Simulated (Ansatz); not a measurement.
# As in Ansatz: the effect of functional

As:

```
CELL_PARAMETERS angstrom
1.86817 1.07859 3.49048
-1.86817 1.07859 3.49048
0.00000 -2.15718 3.49048
ATOMIC_POSITIONS crystal
As 0.22600 0.22600 0.22600
As 0.77400 0.77400 0.77400
```

The cell isn't the ideal one: volume scaled by 0.98.

Alike in all runs:

```yaml
Program: Ansatz 0.2.0
Task: single point
Potentials_or_basis: Ansatz PAW
k_mesh: 9 × 9 × 9
Occupations: fermi-dirac, width 0.05 eV
Spin: no spin polarisation
```

Task: One run gave: pressure 3.6 GPa; largest force 0.29 eV/Å. Which functional did it use?
A. r2SCAN
B. PBEsol
C. LDA

Result: A.

```tsv
functional	cutoff	pressure (GPa)	largest force (eV/Å)
LDA	420 eV (not typed: the program's choice for these potentials)	0.2	0.40
PBEsol	420 eV (not typed: the program's choice for these potentials)	1.9	0.51
r2SCAN	500 eV (not typed: the program's choice for these potentials)	3.6	0.29
```

Caveats: the PAW data sets come from PBE, with cores solved anew for the run's functional, which leaves a small shift of forces and pressure.
